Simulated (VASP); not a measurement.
## A VASP 6.6.1 single-point calculation on BaTiO$_{3}$

INCAR

```
MAXMIX = 40
ISMEAR = -1
LCHARG = .FALSE.
LASPH = .TRUE.
ENCUT = 600
ISIF = 2
IBRION = -1
GGA = PE
EDIFF = 1E-7
LWAVE = .FALSE.
NSW = 0
SIGMA = 0.02
NBANDS = 28
LREAL = .FALSE.
PREC = Accurate
NELM = 76
```

KPOINTS

```
KPOINTS created by Atomic Simulation Environment
0
Gamma
6 6 6
0 0 0
```

POSCAR

```
Ba Ti O
 1.0000000000000000
     4.1139194159999999    0.0000000000000000    0.0000000000000000
     0.0000000000000000    4.1139194159999999    0.0000000000000000
     0.0000000000000000    0.0000000000000000    4.1139194159999999
 Ba  Ti  O
   1   1   3
Cartesian
  0.0000000000000000  0.0000000000000000  0.0000000000000000
  2.0569597080000004  2.0569597080000004  2.0569597080000004
  2.0569597080000004  2.0569597080000004  0.0000000000000000
  2.0569597080000004  0.0000000000000000  2.0569597080000004
  0.0000000000000000  2.0569597080000004  2.0569597080000004
```

The recommended PBE PAW datasets give the neutral cell 40 valence electrons.

Command

```
mpirun -np 1 vasp_std
```

OSZICAR

```
N       E                     dE             d eps       ncg     rms          rms(c)
DAV:   1     0.468516231723E+03    0.46852E+03   -0.22787E+04  1120   0.170E+03
DAV:   2     0.292747259244E+01   -0.46559E+03   -0.44255E+03  1232   0.446E+02
DAV:   3    -0.485052420667E+02   -0.51433E+02   -0.50887E+02  1520   0.145E+02
DAV:   4    -0.511905452704E+02   -0.26853E+01   -0.26793E+01  1752   0.283E+01
DAV:   5    -0.512677714039E+02   -0.77226E-01   -0.77215E-01  1496   0.362E+00    0.214E+01
DAV:   6    -0.403377225640E+02    0.10930E+02   -0.60807E+01  1620   0.625E+01    0.105E+01
DAV:   7    -0.401789494235E+02    0.15877E+00   -0.12319E+01  1512   0.251E+01    0.612E+00
DAV:   8    -0.399645759856E+02    0.21437E+00   -0.56030E-01  1324   0.575E+00    0.393E+00
DAV:   9    -0.399618511291E+02    0.27249E-02   -0.94211E-01  1540   0.837E+00    0.257E+00
DAV:  10    -0.398901175583E+02    0.71734E-01   -0.33389E-01  1452   0.491E+00    0.582E-01
DAV:  11    -0.398868545335E+02    0.32630E-02   -0.30825E-02  1320   0.110E+00    0.431E-01
DAV:  12    -0.398851526083E+02    0.17019E-02   -0.13045E-02  1464   0.100E+00    0.175E-01
DAV:  13    -0.398847241579E+02    0.42845E-03   -0.94027E-04  1412   0.289E-01    0.623E-02
DAV:  14    -0.398846719277E+02    0.52230E-04   -0.17416E-04  1664   0.995E-02    0.152E-02
DAV:  15    -0.398846716300E+02    0.29774E-06   -0.11788E-05  1404   0.250E-02    0.137E-02
DAV:  16    -0.398846706574E+02    0.97263E-06   -0.17255E-05  1540   0.366E-02    0.847E-03
DAV:  17    -0.398846700671E+02    0.59027E-06   -0.84509E-07  1316   0.772E-03    0.621E-03
DAV:  18    -0.398846695907E+02    0.47641E-06   -0.21375E-06  1496   0.965E-03    0.105E-03
DAV:  19    -0.398846695873E+02    0.33951E-08   -0.70502E-08   700   0.202E-03
   1 F= -.39884670E+02 E0= -.39884670E+02  d E =-.258916E-11
```

Standard output (part)

```
POSCAR found type information on POSCAR BaTiO
 POSCAR found :  3 types and       5 ions
 LDA part: xc-table for (Slater+PW92), standard interpolation
 POSCAR, INCAR and KPOINTS ok, starting setup
 WAVECAR not read
 entering main loop
```

From OUTCAR

```
k-points           NKPTS =     20   k-points in BZ     NKDIM =     20   number of bands    NBANDS=     28

   NELECT =      40.0000    total number of electrons

   dimension x,y,z NGX =    36 NGY =   36 NGZ =   36
   dimension x,y,z NGXF=    72 NGYF=   72 NGZF=   72

  energy-cutoff  :      600.00
  volume of cell :       69.63
      direct lattice vectors                 reciprocal lattice vectors
     4.113919416  0.000000000  0.000000000     0.243077197  0.000000000  0.000000000
     0.000000000  4.113919416  0.000000000     0.000000000  0.243077197  0.000000000
     0.000000000  0.000000000  4.113919416     0.000000000  0.000000000  0.243077197

 k-points in reciprocal lattice and weights: KPOINTS created by Atomic Simulation Env
   0.00000000  0.00000000  0.00000000       0.005
   0.16666667  0.00000000  0.00000000       0.028
   0.33333333  0.00000000  0.00000000       0.028
   0.50000000  0.00000000  0.00000000       0.014
   0.16666667  0.16666667  0.00000000       0.056
   0.33333333  0.16666667  0.00000000       0.111
   0.50000000  0.16666667  0.00000000       0.056
   0.33333333  0.33333333  0.00000000       0.056
   ...

 E-fermi :   3.6794

 k-point     1 :       0.0000    0.0000    0.0000
  band No.  band energies     occupation
      1     -53.7530      2.00000
      2     -29.9251      2.00000
      3     -29.9251      2.00000
      4     -29.9251      2.00000
      5     -21.8076      2.00000
      6     -13.4742      2.00000
      7     -12.8004      2.00000
      8     -12.8004      2.00000
      9      -6.9621      2.00000
     10      -6.9621      2.00000
     11      -6.9621      2.00000
     12       0.9040      2.00000
     13       0.9040      2.00000
     14       0.9040      2.00000
     15       2.2523      2.00000
     16       2.2523      2.00000
     17       2.2523      2.00000
     18       3.0091      2.00000
     19       3.0091      2.00000
     20       3.0091      2.00000
     21       4.7980      0.00000
     22       4.7980      0.00000
     23       4.7980      0.00000
     24       6.5837      0.00000
     25       6.5837      0.00000
     26       8.1786      0.00000
     27       8.1786      0.00000
     28       9.7433      0.00000

 k-point     2 :       0.1667    0.0000    0.0000
  band No.  band energies     occupation
      1     -53.7529      2.00000
      2     -29.9337      2.00000
      3     -29.9248      2.00000
      4     -29.9248      2.00000
      5     -21.7889      2.00000
      6     -13.4736      2.00000
      7     -12.7935      2.00000
      8     -12.7895      2.00000
      9      -6.9320      2.00000
     10      -6.9320      2.00000
     11      -6.8905      2.00000
     12       0.5278      2.00000
     13       0.8537      2.00000
     14       0.8537      2.00000
     15       1.9848      2.00000
     16       1.9848      2.00000
     17       2.0475      2.00000
     18       2.4304      2.00000
     19       2.8467      2.00000
     20       2.8467      2.00000
     21       4.8287      0.00000
     22       5.2539      0.00000
     23       5.2539      0.00000
     24       6.5849      0.00000
     25       7.2090      0.00000
     26       8.6215      0.00000
     27       8.6552      0.00000
     28      10.3736      0.00000

 ...

  Total       -3.7120975     -3.7120975     -3.7120975      0.0000000      0.0000000      0.0000000
  in kB      -85.4205990    -85.4205990    -85.4205990      0.0000000      0.0000000      0.0000000
  external PRESSURE =     -85.4205990 kB  Pullay stress =       0.0000000 kB

 POSITION                                       TOTAL-FORCE (eV/Angst)
 -----------------------------------------------------------------------------------
      0.00000      0.00000      0.00000         0.000000      0.000000      0.000000
      2.05696      2.05696      2.05696         0.000000      0.000000      0.000000
      2.05696      2.05696      0.00000         0.000000      0.000000      0.000000
      2.05696      0.00000      2.05696         0.000000      0.000000      0.000000
      0.00000      2.05696      2.05696         0.000000      0.000000      0.000000
 -----------------------------------------------------------------------------------
    total drift:                                0.000000      0.000000      0.000000

  FREE ENERGIE OF THE ION-ELECTRON SYSTEM (eV)
  ---------------------------------------------------
  free  energy   TOTEN  =       -39.8846695873 eV

  energy  without entropy=      -39.8846695873  energy(sigma->0) =      -39.88466959
```

It converged. Results: gap between bands v and c on the k mesh 1.58 eV; least direct gap on the k mesh 1.79 eV; pressure -8.5 GPa. Band v is the last that the valence electrons fill when counted band by band, and c is the next.

For comparison, a separate PBE run of the intended cell, on usual settings and not on those above, gives a gap of 1.58 eV on its mesh and a pressure of -8.4 GPa.

The run above took about 50 s on one core of a shared host (Intel Xeon Platinum 8488C) and held 0.22 GiB at most.
